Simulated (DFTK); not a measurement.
ZrS2:

```
CELL_PARAMETERS angstrom
3.69138 0.00000 0.00000
-1.84569 3.19683 0.00000
0.00000 0.00000 6.04108
ATOMIC_POSITIONS crystal
Zr 0.00000 0.00000 0.00000
S 0.33333 0.66667 0.23791
S 0.66667 0.33333 0.76209
```

The cell is a database's computed one.

Base run:

```yaml
Program: DFTK 0.8.2
Functional: AM05
Potentials_or_basis: SG15 1.2 (PBE)
Cutoff: 1225 eV
k_mesh: 6 × 6 × 4
Occupations: fermi-dirac, width 0.05 eV
Spin: no spin polarisation
```

Its results: band gap on the k mesh 1.01 eV, indirect (least direct gap 1.59 eV).

Q: The run is repeated on the same cell with these changes: functional from AM05 to BJ06. What comes out?

A: Band gap on the k mesh 1.15 eV, indirect (least direct gap 1.68 eV).

Caveats: the program leaves the constant c of mgga_x_tb09 at 1, so the potential is Becke-Johnson's (BJ06) and not Tran and Blaha's, with levels but no total energy (some runs).

A k mesh can miss the band edges.
